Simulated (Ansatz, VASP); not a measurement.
# One calculation of TiO2 (Anatase), two programs

Contents of INCAR:

```
SYSTEM = TiO2
PREC = Accurate ; ENCUT = 520
EDIFF = 1E-6 ; ISMEAR = 0
SIGMA = 0.02 ; LREAL = .FALSE.
LASPH = .TRUE. ; NELM = 100
ALGO = Fast ; ISIF = 2
LWAVE = .FALSE. ; LCHARG = .FALSE.
GGA = PE ; NBANDS = 33
```

KPOINTS

```
Automatic mesh
0
G
  10 10 10
  0 0 0
```

Contents of POSCAR:

```
TiO2
1.0
   -1.8996082692      1.8996082692      4.8485069446
    1.8996082692     -1.8996082692      4.8485069446
    1.8996082692      1.8996082692     -4.8485069446
Ti O
2 4
Direct
    0.0000000000      0.0000000000      0.0000000000
    0.7500000000      0.2500000000      0.5000000000
    0.2064947469      0.2064947469      0.0000000000
    0.9564947469      0.4564947469      0.5000000000
    0.5435052531      0.0435052531      0.5000000000
    0.7935052531      0.7935052531      0.0000000000
```

Input for Ansatz:

```yaml
crystal:
  lattice:
    - [-1.8996082692, 1.8996082692, 4.8485069446]
    - [1.8996082692, -1.8996082692, 4.8485069446]
    - [1.8996082692, 1.8996082692, -4.8485069446]
  atoms:
    - { symbol: Ti, position: [0.0, 0.0, 0.0] }
    - { symbol: Ti, position: [0.75, 0.25, 0.5] }
    - { symbol: O, position: [0.2064947469, 0.2064947469, 0.0] }
    - { symbol: O, position: [0.9564947469, 0.4564947469, 0.5] }
    - { symbol: O, position: [0.5435052531, 0.0435052531, 0.5] }
    - { symbol: O, position: [0.7935052531, 0.7935052531, 0.0] }
basis:
  ecutwfc: 420
kpoints:
  mp_grid: { grid: [10, 10, 10] }
hamiltonian:
  xc: pbe
scf:
  occupations: { method: gaussian, width: 0.02 }
output:
  forces: false
  stress: false
  eigenvalues: true
  eigenstates:
    kpoints:
      - [0.0, 0.0, 0.432292]
      - [-0.006046641, 0.006046641, 0.438338641]
      - [0.006046641, -0.006046641, 0.426245359]
      - [0.006046641, -0.006046641, 0.438338641]
      - [-0.006046641, 0.006046641, 0.426245359]
      - [0.015433277, 0.015433277, 0.416858723]
      - [-0.015433277, -0.015433277, 0.447725277]
      - [0.0, 0.0, 0.440843242]
      - [0.0, 0.0, 0.423740758]
      - [0.006637354, 0.015188596, 0.425654646]
      - [-0.006637354, -0.015188596, 0.438929354]
      - [0.015188596, 0.006637354, 0.425654646]
      - [-0.015188596, -0.006637354, 0.438929354]
      - [0.008910407, 0.008910407, 0.430363653]
      - [-0.008910407, -0.008910407, 0.434220347]
      - [0.0, 0.0, 0.0]
      - [-0.006046641, 0.006046641, 0.006046641]
      - [0.006046641, -0.006046641, -0.006046641]
      - [0.006046641, -0.006046641, 0.006046641]
      - [-0.006046641, 0.006046641, -0.006046641]
      - [0.015433277, 0.015433277, -0.015433277]
      - [-0.015433277, -0.015433277, 0.015433277]
      - [0.0, 0.0, 0.008551242]
      - [0.0, 0.0, -0.008551242]
      - [0.006637354, 0.015188596, -0.006637354]
      - [-0.006637354, -0.015188596, 0.006637354]
      - [0.015188596, 0.006637354, -0.006637354]
      - [-0.015188596, -0.006637354, 0.006637354]
      - [0.008910407, 0.008910407, -0.001928347]
      - [-0.008910407, -0.008910407, 0.001928347]
    e_range: [-3.623827, 3.623827]
checkpoint:
  read: start.run
  write: ck
  compress: false
  write_wavefunctions: false
  write_every: 100000
```

Alike in both runs: task single point; functional PBE; k mesh 10 × 10 × 10; occupations gaussian, width 0.02 eV; no spin polarisation.

```csv
,VASP,Ansatz
version,VASP 6.6.1,Ansatz 0.2.0
potentials or method,"VASP PAW PBE potentials, release 64 (Ti_sv, O)","scalar-relativistic, plane waves, PAW"
plane-wave cutoff (eV),520,420
valence electrons in the cell,48,48
```

Ansatz gave:

```
gap on the k mesh at the Fermi level (eV) : 2.13
least direct gap on the mesh (eV)         : 2.43
```

**Question.** Which values does VASP return?

**Answer.** gap on the k mesh at the Fermi level (eV): 2.11; least direct gap on the mesh (eV): 2.41.

A k mesh can miss the band edges.
